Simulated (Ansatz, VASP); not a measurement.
Given: the input of a run of VASP 6.6.1 on W.

The input INCAR:

```
SYSTEM = W
PREC = Accurate
ENCUT = 600
EDIFF = 1E-7
ISMEAR = -1
SIGMA = 0.05
LREAL = .FALSE.
LASPH = .TRUE.
NELM = 80
ALGO = Fast
ISIF = 3
LWAVE = .FALSE.
LCHARG = .FALSE.
GGA = B5
ALDAX = 1.0
AGGAX = 1.0
AGGAC = 1.0
ALDAC = 0.0
IBRION = 2
NSW = 60
EDIFFG = -0.01
```

KPOINTS

```
Automatic mesh
0
G
  11 11 11
  0 0 0
```

POSCAR

```
W
1.0
    0.0000000000      2.0300000000      2.0300000000
    2.0300000000      0.0000000000      2.0300000000
    2.0300000000      2.0300000000      0.0000000000
W
1
Direct
    0.0000000000      0.0000000000      0.0000000000
```

Potentials or basis: VASP PAW PBE potentials, release 64 (W_sv).

Launch:

```console
$ cat potpaw_PBE.64/W_sv/POTCAR > POTCAR
$ mpirun -np 1 vasp_std > vasp.out
```

Problem. Translate it to Ansatz 0.2.0. Potentials there: Ansatz PAW.

Solution. As run (the cutoff follows the program's own potentials):

Contents of input.yaml:

```yaml
crystal:
  lattice:
    - [0.0, 2.03, 2.03]
    - [2.03, 0.0, 2.03]
    - [2.03, 2.03, 0.0]
  atoms:
    - { symbol: W, position: [0.0, 0.0, 0.0] }
hamiltonian:
  xc: blyp
  pseudopotentials: { kind: paw }
kpoints:
  mp_grid: { grid: [11, 11, 11] }
scf:
  occupations: { method: fermi_dirac, width: 0.05 }
output:
  forces: true
  stress: true
  eigenvalues: true
relax:
  f_tol: 0.01
  max_steps: 40
  cell: { stress_tol: 0.05 }
```

Potentials or basis: Ansatz PAW.

Run with:

```sh
$ ansatz run input.yaml --threads 2 --pin off --max-ram 5632MiB --backend cpu --events-out ev --progress --plain --runs-dir out
```

Both were run:

|  | VASP | Ansatz | Ansatz less VASP |
| --- | --- | --- | --- |
| gap on the k mesh at the Fermi level, each at its own relaxed structure (eV) | none | none | - |
| relaxed volume (Å³/atom) | 17.12 | 17.03 | -0.095 |
| relaxed cell length with the largest relative difference (Å) | 2.893 | 2.888 | -0.0054 |
| energy change over the relaxation (meV/atom) | -8 | -4 | +3.3 |

A gap of «none» marks a metal or a gap that the smearing closes.

Caveats: the PAW data sets were made with another functional, which shifts forces and pressure a little (VASP); the plane-wave basis is chosen anew once the cell has moved, so the energies of steps on either side of that aren't comparable (Ansatz); the PAW data sets come from PBE, with cores solved anew for the run's functional, which leaves a small shift of forces and pressure (Ansatz). Spin-orbit coupling is left out, which matters for the levels of W. BLYP gives volumes clearly too large for solids.
